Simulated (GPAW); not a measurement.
Crystal: PtS2.

```xyz
3
Lattice="3.5432 0.0000 0.0000 -1.7716 3.0685 0.0000 0.0000 0.0000 5.0388" Properties=species:S:1:pos:R:3 pbc="T T T"
Pt    0.0000    0.0000    0.0000
S     1.7716    1.0228    3.8950
S     0.0000    2.0457    1.1438
```

Base run:

```yaml
Program: GPAW 26.7.0
Functional: PBEsol
Potentials_or_basis: PAW data sets generated in the run's folder for this functional
Cutoff: 600 eV
Basis: pw
k_mesh: 9 × 9 × 5
Occupations: fermi-dirac, width 0.05 eV
Spin: no spin polarisation
```

Its results: band gap on the k mesh 0.93 eV, indirect (least direct gap 0.97 eV); pressure 6.4 GPa; largest force 0.969 eV/Å.

Problem. The run is repeated on the same cell with these changes: k mesh from 9 × 9 × 5 to 7 × 7 × 4; band points from 100 to 60. What comes out?

Solution. Band gap on the k mesh 0.74 eV, indirect (least direct gap 0.91 eV); pressure 6.4 GPa; largest force 0.968 eV/Å.

Caveats: spin-orbit coupling is left out, which moves the levels of the heavy elements.

Not every run made on this cell is shown here.
